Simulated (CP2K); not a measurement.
Crystal: BP.

```
CELL_PARAMETERS angstrom
3.20885 0.00000 0.00000
1.60443 2.77895 0.00000
1.60443 0.92632 2.62002
ATOMIC_POSITIONS crystal
P 0.75000 0.75000 0.75000
B 0.00000 0.00000 0.00000
```

Base run:

| Quantity | Value |
| --- | --- |
| Program | CP2K 2026.2 |
| Functional | PBE |
| Potentials or basis | POTENTIAL_UZH P GTH-PBE-q5, B GTH-PBE-q3; TZVP-MOLOPT-PBE-GTH basis |
| Density cutoff | 9184 eV |
| k mesh | 10 × 10 × 10 |
| Occupations | fermi-dirac, width 0.05 eV |
| Spin | no spin polarisation |

Its results: band gap on the k mesh 1.37 eV, indirect (least direct gap 3.44 eV); pressure 0.3 GPa.

**Question.** After a change of settings the same cell gave: band gap on the k mesh 1.26 eV, indirect (least direct gap 3.42 eV); pressure -1.2 GPa. Which change was it?
A. functional from PBE to PW91
B. functional from PBE to r2SCAN
C. functional from PBE to WC
D. density cutoff from 9184 eV to 6123 eV; eps_default from 1.0E-9 to 1.0E-10; cutoff of the grids from 675 Ry to 450 Ry; potential files from those of the base run to others of the same set

**Answer.** C.

WC binds more tightly than PBE, so the same cell stands under less pressure.

Caveats: the basis of atomic orbitals isn't converged, which shifts pressures, moduli and gaps; the potentials were made for another functional, which shifts forces and pressure (some runs).

Not every run made on this cell is shown here.
